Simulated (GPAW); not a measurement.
# Cu2O (Cuprite): band structure with PBE

**Experimental background.**

From “Importance of surface oxygen vacancies for ultrafast hot carrier relaxation and transport in Cu2O”, 2021, arxiv:2103.03167, for a bulk crystal of Cu2O: band gap 2.17 eV (direct).

Crystal: Cu2O (Cuprite).

```
CELL_PARAMETERS angstrom
4.26000 0.00000 0.00000
0.00000 4.26000 0.00000
0.00000 0.00000 4.26000
ATOMIC_POSITIONS crystal
Cu 0.75000 0.25000 0.75000
Cu 0.25000 0.75000 0.75000
Cu 0.25000 0.25000 0.25000
Cu 0.75000 0.75000 0.25000
O 0.50000 0.50000 0.50000
O 0.00000 0.00000 0.00000
```

```json
{"Program": "GPAW 26.7.0", "Task": "band structure", "Functional": "PBE", "Potentials or basis": "GPAW PAW data sets (gpaw-data 1.2.1)", "Basis": "fd", "Grid spacing": "0.16 Å", "k mesh": "5 × 5 × 5", "Occupations": "fermi-dirac, width 0.05 eV", "Spin": "no spin polarisation", "Maxiter": "150", "Band path": "GXMGRX,MR", "Band points": "60"}
```

The band gap on the k mesh is 0.55 eV, direct and the band gap along the path is 0.55 eV, direct.

Levels at the corners of the path, in eV from the valence-band top:
```csv
point,band 25,band 26,band 27,band 28,band 29,band 30,band 31,band 32
Γ,-1.57,0.00,0.00,0.00,0.55,1.23,1.23,7.94
X,-1.20,-1.20,-0.39,-0.39,2.27,2.27,4.23,4.23
M,-1.22,-1.22,-0.66,-0.66,1.92,1.92,3.86,3.86
Γ,-1.57,0.00,0.00,0.00,0.55,1.23,1.23,7.94
R,-0.98,-0.57,-0.57,-0.57,2.45,2.45,2.45,4.90
X,-1.20,-1.20,-0.39,-0.39,2.27,2.27,4.23,4.23
M,-1.22,-1.22,-0.66,-0.66,1.92,1.92,3.86,3.86
R,-0.98,-0.57,-0.57,-0.57,2.45,2.45,2.45,4.90
```

Wall time 22 min on 1 thread of Intel(R) Xeon(R) Platinum 8375C CPU @ 2.90GHz (Ice Lake) (shared host), peak memory 2.5 GiB.

Measured gap of Cu2O: 2.17 eV (direct; quoted in “Importance of surface oxygen vacancies for ultrafast hot carrier relaxation and transport in Cu2O”, 2021, arxiv:2103.03167). This calculation gives 0.55 eV (-1.62 eV). So large a miss can be the level of theory's own, or it may mean another phase, state or a wrong row. The value is that of PBE, without temperature or zero-point motion. Semilocal functionals fall short of measured gaps as a rule.
